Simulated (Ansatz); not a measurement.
NbC: the change of pressure and energy less free atoms with volume per atom

Periodic Kohn-Sham DFT of a crystal at fixed atoms; pressure and stress are positive in compression; the energy is the free energy less that of spherical unpolarised free atoms; site moments are those in the method's own spheres, positive along +z. The results are calculated, by Ansatz 0.2.0.

Cell of the first row (space group Fm-3m, No. 225):
```
CELL_PARAMETERS angstrom
0.00000 2.15510 2.15510
2.15510 0.00000 2.15510
2.15510 2.15510 0.00000
ATOMIC_POSITIONS crystal
Nb 0.00000 0.00000 0.00000
C 0.50000 0.50000 0.50000
```

Settings of every row: method all-electron LAPW; functional PBEsol; relativity scalar; k mesh 14x14x14; filling fermi-dirac; smearing width 0.05 eV; basis error target 1 meV/atom; nucleus gaussian.

Atom start moment: 0 on all atoms.

| row | volume per atom (Å³) | pressure (GPa) | energy less free atoms (eV/atom) |
| --- | --- | --- | --- |
| 1 | 10.009 | 37.344 | -10.7926 |
| 2 | 10.222 | 27.872 | -10.8358 |
| 3 | 10.435 | 19.313 | -10.8671 |
| 4 | 10.542 | 15.347 | -10.8786 |
| 5 | 10.648 | ? | ? |
| 6 | 10.754 | 7.989 | -10.894 |
| 7 | 10.861 | 4.579 | -10.8982 |
| 8 | 11.074 | -1.747 | -10.9 |
| 9 | 11.287 | -7.468 | -10.8938 |

Question: what pressure and energy less free atoms should row 5 give?

Worked fit of pressure. Take u = (V_r/V)^(2/3) − 1 with V_r = 10.648 Å³ an atom, which is twice the finite (Eulerian) strain; such expansions in the strain, on which the Birch-Murnaghan equation of state is built, carry the rest volume and the bulk modulus. The shown rows have u = 0.04212, 0.02759, 0.01356, 0.00669, -0.00658, -0.01312, -0.02581, -0.03811. Least squares give pressure = 11.5749 + 552.657 × u + 1397.82 × u² GPa; a straight line predicts inner rows, each left out in turn, worse (root mean square 0.71 against 0.017 GPa). The rows lie off it by 0.011, -0.015, -0.013, 0.012, -0.010, 0.014, 0.011, -0.011 (root mean square 0.012 GPa). The pressure vanishes at u = -0.0222, or V = 11.01 Å³ an atom, and there the bulk modulus at fixed shape and fractions is B = −V dP/dV = (2/3)(1 + u) dP/du = 320 GPa. The withheld row has u = 0, so the fit gives 11.5749 + 552.657 × (0) + 1397.82 × (0)² = 11.575 GPa.

The calculation gave 11.575 GPa. The fit meets it to the printed digit.

Worked fit of energy less free atoms. Take u = (V_r/V)^(2/3) − 1 with V_r = 10.648 Å³ an atom, which is twice the finite (Eulerian) strain; such expansions in the strain, on which the Birch-Murnaghan equation of state is built, carry the rest volume and the bulk modulus. The shown rows have u = 0.04212, 0.02759, 0.01356, 0.00669, -0.00658, -0.01312, -0.02581, -0.03811. Least squares give energy less free atoms = −10.88752 + 1.1565 × u + 26.039 × u² eV/atom; a straight line predicts inner rows, each left out in turn, worse (root mean square 0.013 against 3.2e-05 eV/atom). The rows lie off it by 0.0000, 0.0000, -0.0001, 0.0000, 0.0000, 0.0000, 0.0000, 0.0000. Its lowest point lies at u = -0.0222, or V = 11.01 Å³ an atom, and the curvature there gives the bulk modulus at fixed shape and fractions, B = (4/9)(1 + u)² E″(u)/V = 322 GPa. The withheld row has u = 0, so the fit gives −10.88752 + 1.1565 × (0) + 26.039 × (0)² = -10.8875 eV/atom.

The calculation gave -10.8875 eV/atom. The fit meets it to the printed digit.
